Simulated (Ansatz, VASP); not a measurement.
HfO2: VASP beside Ansatz

The input POSCAR:

```
HfO2
1.0
    5.2467061269      0.0000000000      0.0000000000
    0.0000000000      5.0305151172      0.0000000000
    0.0000000000      0.0000000000      5.0594571661
Hf O
4 8
Direct
    0.0325031800      0.2500027224      0.2410043371
    0.4674968200      0.2500027224      0.7410043371
    0.5325031800      0.7499972776      0.2410043371
    0.9674968200      0.7499972776      0.7410043371
    0.3174509137      0.0155589241      0.4358140462
    0.1825490863      0.0155589241      0.9358140462
    0.6825745491      0.5155539789      0.5461816166
    0.8174254509      0.5155539789      1.0461816166
    0.3174254509      0.4844460211      1.0461816166
    0.1825745491      0.4844460211      0.5461816166
    0.8174509137      0.9844410759      0.4358140462
    0.6825490863      0.9844410759      0.9358140462
```

INCAR.step1

```
PREC = Accurate ; ENCUT = 520
ISMEAR = 0 ; SIGMA = 0.01
LREAL = F ; LASPH = T
NELM = 100 ; NBANDS = 56
GGA = PE ; ALGO = Normal
EDIFF = 1E-4 ; LWAVE = T
LCHARG = F
```

INCAR.step2

```
PREC = Accurate ; ENCUT = 520
EDIFF = 1E-6 ; ISMEAR = 0
SIGMA = 0.01 ; LREAL = F
LASPH = T ; NELM = 100
ALGO = Normal ; ISIF = 2
LWAVE = F ; LCHARG = F
METAGGA = R2SCAN ; LMIXTAU = T
NBANDS = 56 ; ISTART = 1
```

Contents of KPOINTS:

```
regular mesh
0
Gamma
  4 4 6
```

Input for Ansatz:

```yaml
crystal:
  lattice:
    - [5.2467061269, 0.0, 0.0]
    - [0.0, 5.0305151172, 0.0]
    - [0.0, 0.0, 5.0594571661]
  atoms:
    - { symbol: Hf, position: [0.03250318, 0.2500027224, 0.2410043371] }
    - { symbol: Hf, position: [0.46749682, 0.2500027224, 0.7410043371] }
    - { symbol: Hf, position: [0.53250318, 0.7499972776, 0.2410043371] }
    - { symbol: Hf, position: [0.96749682, 0.7499972776, 0.7410043371] }
    - { symbol: O, position: [0.3174509137, 0.0155589241, 0.4358140462] }
    - { symbol: O, position: [0.1825490863, 0.0155589241, 0.9358140462] }
    - { symbol: O, position: [0.6825745491, 0.5155539789, 0.5461816166] }
    - { symbol: O, position: [0.8174254509, 0.5155539789, 1.0461816166] }
    - { symbol: O, position: [0.3174254509, 0.4844460211, 1.0461816166] }
    - { symbol: O, position: [0.1825745491, 0.4844460211, 0.5461816166] }
    - { symbol: O, position: [0.8174509137, 0.9844410759, 0.4358140462] }
    - { symbol: O, position: [0.6825490863, 0.9844410759, 0.9358140462] }
scf:
  occupations: { method: fixed }
output:
  polarization: { axes: [b3] }
hamiltonian:
  xc: r2scan
kpoints:
  mp_grid: { grid: [4, 4, 6] }
```

Alike in both runs: task single point; functional r2SCAN; k mesh 4 × 4 × 6; no spin polarisation.

```csv
,VASP,Ansatz
version,VASP 6.6.1,Ansatz 0.2.0
potentials or method,"VASP PAW PBE potentials, release 64 (Hf_pv, O)","scalar-relativistic, plane waves, PAW"
plane-wave cutoff (eV),520,500
occupations,"gaussian, width 0.01 eV",fixed
valence electrons in the cell,88,152
```

|  | VASP | Ansatz | Ansatz less VASP |
| --- | --- | --- | --- |
| gap on the k mesh at the Fermi level (eV) | 5.55 | 5.60 | +0.053 |
| least direct gap on the mesh (eV) | 5.58 | 5.63 | +0.047 |

The two sets of potentials don't hold the same shells in valence. Ansatz warned: «near_symmetry_operation_missed_by_atoms».

Caveats: spin-orbit coupling is left out, which moves the levels of the heavy elements. A k mesh can miss the band edges. r2SCAN opens gaps a little over a GGA but as a rule still falls short of measured ones.
